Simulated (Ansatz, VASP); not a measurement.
## CuAu: VASP beside Ansatz

```
CELL_PARAMETERS angstrom
2.95587 0.00000 0.00000
0.00000 2.95587 0.00000
0.00000 0.00000 3.29315
ATOMIC_POSITIONS crystal
Cu 0.50000 0.50000 0.50000
Au 0.00000 0.00000 0.00000
```

Alike in both runs: task single point; functional PBE; k mesh 18 × 18 × 14; occupations gaussian, width 0.15 eV; no spin polarisation.

|  | VASP | Ansatz |
| --- | --- | --- |
| version | VASP 6.6.1 | Ansatz 0.2.0 |
| potentials or method | VASP PAW PBE potentials, release 64 (Cu, Au) | scalar-relativistic, plane waves, PAW |
| plane-wave cutoff (eV) | 520 | 420 |
| valence electrons in the cell | 22 | 38 |

Ansatz gave:

- gap on the k mesh at the Fermi level (eV): none
- pressure (GPa): 6.4
- largest component of the traceless stress (GPa): 0.31

Question: What did VASP give for the same quantities?

Answer: gap on the k mesh at the Fermi level (eV): none; pressure (GPa): 6.6; largest component of the traceless stress (GPa): 0.32.

A gap of «none» marks a metal or a gap that the smearing closes. The two sets of potentials don't hold the same shells in valence.

Spin-orbit coupling is left out, which matters for the levels of Au.
